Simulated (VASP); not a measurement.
Here is a VASP 6.6.1 calculation.

The input INCAR:

```
PREC = Accurate ; ENCUT = 520
EDIFF = 1E-8 ; ISMEAR = 0
SIGMA = 0.05 ; LREAL = F
LASPH = T ; NELM = 60
ALGO = Fast ; ISIF = 2
LWAVE = F ; LCHARG = F
GGA = RP ; IVDW = 13
LCHIMAG = T ; DQ = 0.001
ICHIBARE = 1 ; LNMR_SYM_RED = T
```

The input KPOINTS:

```
Automatic mesh
0
Gamma
  10 10 6
```

Contents of POSCAR:

```
AlN
1.0
    3.1130000000      0.0000000000      0.0000000000
   -1.5565000000      2.6959370820      0.0000000000
    0.0000000000      0.0000000000      4.9810000000
Al N
2 2
Cartesian
    1.5565000002      0.8986456939      2.4905000000
   -0.0000000002      1.7972913881      0.0000000000
    1.5565000002      0.8986456939      4.3832800000
   -0.0000000002      1.7972913881      1.8927800000
```

Potentials or basis: VASP PAW PBE potentials, release 64 (Al, N).

Run with:

```console
$ cat potpaw_PBE.64/Al/POTCAR potpaw_PBE.64/N/POTCAR > POTCAR
$ mpirun -np 1 vasp_std > vasp.out
```

Estimate the dispersion energy per atom.

-0.640 eV.

Chemical shielding (ppm):
```
atom  isotropic  span   skew
1 Al        456    13  -1.00
2 Al        456    13  -1.00
 3 N        134     8   1.00
 4 N        134     8   1.00
```
